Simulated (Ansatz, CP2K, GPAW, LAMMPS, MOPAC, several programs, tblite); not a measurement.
# Many methods on one cell: CsCl (Pm-3m)

CsCl (Pm-3m) from a database structure, relaxed with r2SCAN in Ansatz, was computed with several methods. Space group Pm-3m (No. 221), cubic; a = 4.137 Å in the conventional setting, 35.40 Å³ an atom. Cs has 8 Cl at 3.58 Å; Cl has 8 Cs at 3.58 Å. Calculated for a static, non-magnetic cell.

```cif
data_structure
_symmetry_space_group_name_H-M 'P 1'
_symmetry_Int_Tables_number 1
_cell_length_a 4.1368
_cell_length_b 4.1368
_cell_length_c 4.1368
_cell_angle_alpha 90.000
_cell_angle_beta 90.000
_cell_angle_gamma 90.000
_cell_volume 70.80
loop_
_atom_site_label
_atom_site_type_symbol
_atom_site_fract_x
_atom_site_fract_y
_atom_site_fract_z
_atom_site_occupancy
Cs1 Cs 0.00000 0.00000 0.00000 1
Cl1 Cl 0.50000 0.50000 0.50000 1
```

Gaps and times are for a single point on this cell; volume and bulk modulus come from each method's own relaxation or energy curve at fixed shape. Times are rough, from shared hosts (AMD EPYC 7R43 64-Core Processor), and each method has its own mesh and cell size. PM6 (MOPAC), PM7 (MOPAC), GFN2-xTB (tblite) treat a cluster of cells at its zone centre, which samples few k points: where these miss a band edge, the gap comes out too large for that reason alone. Gaps from k meshes are read at a limited set of points (mesh, symmetry points, PBE's band edges), so each method's own least gap may be somewhat smaller. Force fields have no electrons; where one was fitted to this phase, its volume and modulus reflect the fit. xTB and the PM methods were fitted mostly to molecules, and can miss a solid's gap by electronvolts. Minimal bases can be far off for gaps. GLLB-SC's gap includes the derivative discontinuity. d marks a direct gap, i an indirect one (no mark: not told apart), a dash a value that wasn't computed or didn't pass its checks.

```json
{"method": "ffield.eim (LAMMPS)", "kind": "force field", "gap (eV)": "–", "own volume (Å³/atom)": "–", "bulk modulus (GPa)": "–", "atoms computed": "2", "processor time": "0.22 s"}
{"method": "light PBE (260 eV, its own mesh)", "kind": "light plane-wave", "gap (eV)": "5.19 d", "own volume (Å³/atom)": "–", "bulk modulus (GPa)": "–", "atoms computed": "2", "processor time": "0.5 s"}
{"method": "PM7 (MOPAC)", "kind": "semi-empirical", "gap (eV)": "2.27", "own volume (Å³/atom)": "–", "bulk modulus (GPa)": "–", "atoms computed": "16", "processor time": "0.8 s"}
{"method": "PM6 (MOPAC)", "kind": "semi-empirical", "gap (eV)": "6.02", "own volume (Å³/atom)": "–", "bulk modulus (GPa)": "–", "atoms computed": "16", "processor time": "0.9 s"}
{"method": "PBE", "kind": "semilocal", "gap (eV)": "5.23 d", "own volume (Å³/atom)": "37.12", "bulk modulus (GPa)": "14", "atoms computed": "2", "processor time": "1.2 s"}
{"method": "GFN2-xTB (tblite)", "kind": "tight binding", "gap (eV)": "6.22", "own volume (Å³/atom)": "–", "bulk modulus (GPa)": "–", "atoms computed": "16", "processor time": "1.3 s"}
{"method": "r2SCAN", "kind": "semilocal", "gap (eV)": "5.91 d", "own volume (Å³/atom)": "35.40", "bulk modulus (GPa)": "18", "atoms computed": "2", "processor time": "3 s"}
{"method": "GLLB-SC (GPAW)", "kind": "model potential", "gap (eV)": "9.46", "own volume (Å³/atom)": "–", "bulk modulus (GPa)": "–", "atoms computed": "2", "processor time": "5.2 s"}
{"method": "PBE/SZV (CP2K)", "kind": "small basis", "gap (eV)": "4.16 d", "own volume (Å³/atom)": "–", "bulk modulus (GPa)": "–", "atoms computed": "2", "processor time": "6.8 s"}
{"method": "PBE/DZVP (CP2K)", "kind": "small basis", "gap (eV)": "5.19 d", "own volume (Å³/atom)": "37.05", "bulk modulus (GPa)": "16", "atoms computed": "2", "processor time": "13 s"}
{"method": "PBE/single zeta (GPAW)", "kind": "small basis", "gap (eV)": "5.10 d", "own volume (Å³/atom)": "–", "bulk modulus (GPa)": "–", "atoms computed": "2", "processor time": "63 s"}
```

Against r2SCAN (5.91 eV) the nearest gap at the points sampled is that of PM6 (MOPAC) (+0.11 eV) and the farthest that of PM7 (MOPAC) (-3.64 eV). r2SCAN is only a yardstick of convenience: semilocal gaps usually lie below measured ones, which GLLB-SC and hybrids aim to mend.

Volumes against r2SCAN's: PBE +4.9 %, PBE/DZVP (CP2K) +4.7 %.

Runs without a result: GFN1-xTB (tblite) (single point).

The runs are scalar-relativistic, without spin-orbit coupling.
